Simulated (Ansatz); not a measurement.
# GaSb (I-4m2), tetragonal deformation path

All numbers below come from Ansatz, DFT PBE, scalar-relativistic, plane waves, PAW. The runs took a 420 eV cutoff, a Γ-centred 24×24×24 mesh and Gaussian smearing (0.15 eV). No spin polarisation. Energies are free energies at this smearing, counted from the undisturbed cell; pressure is positive in compression.

The undisturbed cell (relaxed at this level; this form isn't the usual structure):

```
Ga Sb
1.0
    -2.76573    2.76573    1.58109
     2.76573   -2.76573    1.58109
     2.76573    2.76573   -1.58109
Ga Sb
1 1
Cartesian
  2.7657 0.0000 0.7905
  0.0000 0.0000 0.0000
```

At fixed volume and fractional coordinates, lengths along (0.000, 0.000, 1.000) are scaled against those across it; ρ is that ratio over its starting value. The cell is metallic on the mesh throughout.

```tsv
ρ	ΔE (meV/atom)	pressure (GPa)
0.800	173.0	3.9
0.850	85.6	1.6
0.920	19.1	0.2
0.960	3.4	-0.1
1.000	0.0	0.0
1.050	6.9	0.3
1.100	22.1	0.8
1.200	62.5	2.3
```

Cost: 8 runs of about 5.6 core-minutes in all, on Intel Xeon 6975P-C (Granite Rapids) (shared hosts).